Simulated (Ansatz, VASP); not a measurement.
## Sb in VASP and in Ansatz

File INCAR:

```
  ALGO = Normal
  EDIFF = 1E-6
  EDIFFG = -0.04
  ENCUT = 600
  GGA = PE
  IBRION = 2
  ISIF = 3
  ISMEAR = 0
  LASPH = T
  LCHARG = F
  LREAL = F
  LWAVE = F
  NELM = 100
  NSW = 90
  PREC = Accurate
  SIGMA = 0.1
```

Contents of KPOINTS:

```
k-points
0
Gamma
  6 6 8
```

POSCAR

```
Sb
1.0
    2.2196336500     -3.2412239400      0.0000000000
    2.2196336500      3.2412239400      0.0000000000
   -1.4173590500      0.0000000000      2.0821289500
Sb
1
Direct
    0.5000000000      0.5000000000      0.5000000000
```

Input for Ansatz:

```yaml
crystal:
  lattice:
    - [2.21963365, -3.24122394, 0.0]
    - [2.21963365, 3.24122394, 0.0]
    - [-1.41735905, 0.0, 2.08212895]
  atoms:
    - { symbol: Sb, position: [0.5, 0.5, 0.5] }
basis:
  ecutwfc: 420
kpoints:
  mp_grid: { grid: [6, 6, 8] }
hamiltonian:
  xc: pbe
scf:
  occupations: { method: gaussian, width: 0.1 }
  lower_state_search: "off"
output:
  forces: true
  stress: true
  eigenvalues: true
relax:
  adjacent_minimum: "off"
  f_tol: 0.04
  max_steps: 70
  cell: { stress_tol: 0.4 }
```

Alike in both runs: task relaxation of cell and atoms; functional PBE; k mesh 6 × 6 × 8; occupations gaussian, width 0.1 eV; no spin polarisation.

|  | VASP | Ansatz |
| --- | --- | --- |
| version | VASP 6.6.1 | Ansatz 0.2.0 |
| potentials or method | VASP PAW PBE potentials, release 64 (Sb) | scalar-relativistic, plane waves, PAW |
| plane-wave cutoff (eV) | 600 | 420 |
| valence electrons in the cell | 5 | 15 |

|  | VASP | Ansatz | Ansatz less VASP |
| --- | --- | --- | --- |
| gap on the k mesh at the Fermi level, each at its own relaxed structure (eV) | none | none | - |
| relaxed volume (Å³/atom) | 27.31 | 27.32 | +0.008 |
| relaxed cell length with the largest relative difference (Å) | 3.408 | 3.409 | +0.0012 |
| energy change over the relaxation (meV/atom) | -918 | -908 | +10.1 |

A gap of «none» marks a metal or a gap that the smearing closes. The two sets of potentials don't hold the same shells in valence.

Caveats: the k mesh is coarse (spacing up to 0.38 Å⁻¹), so the values aren't converged. The runs have no spin-orbit coupling, so splittings on Sb are missing.
